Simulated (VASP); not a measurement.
The system is Os.

```
Os
1.0
     2.73410    0.00000    0.00000
    -1.36705    2.36780    0.00000
     0.00000    0.00000    4.31970
Os
2
Direct
  0.66667 0.33333 0.75000
  0.33333 0.66667 0.25000
```

| Item | Value |
| --- | --- |
| Program | VASP 6.6.1 |
| Task | relaxation of cell and atoms |
| Functional | PBE |
| Potentials or basis | VASP PAW PBE potentials, release 64 (Os_sv_GW) |
| Cutoff | 630 eV |
| k mesh | 11 × 11 × 6 |
| Occupations | fermi-dirac, width 0.05 eV |
| Spin | no spin polarisation |

At the start: pressure 8.6 GPa; volume 13.98 Å³/atom.

Where does the relaxation end?

Over 4 steps the energy falls by 7.4 meV/atom and the volume is 14.27 Å³/atom (+2.0 %); space group P6_3/mmc (No. 194, to 0.05 Å).

Step by step:
```csv
step,energy change (eV),largest force (eV/Å),pressure (GPa),volume (Å³)
1,0.0000,0.0000,8.56,27.96
2,0.2326,0.0000,-28.43,31.10
3,-0.0149,0.0000,-0.35,28.56
4,-0.0149,0.0000,0.01,28.53
```

Final structure:
```
Os
1.0
     2.75215    0.00000    0.00000
    -1.37608    2.38344    0.00000
     0.00000    0.00000    4.34981
Os
2
Cartesian
  1.3761 0.7945 3.2624
  0.0000 1.5890 1.0875
```
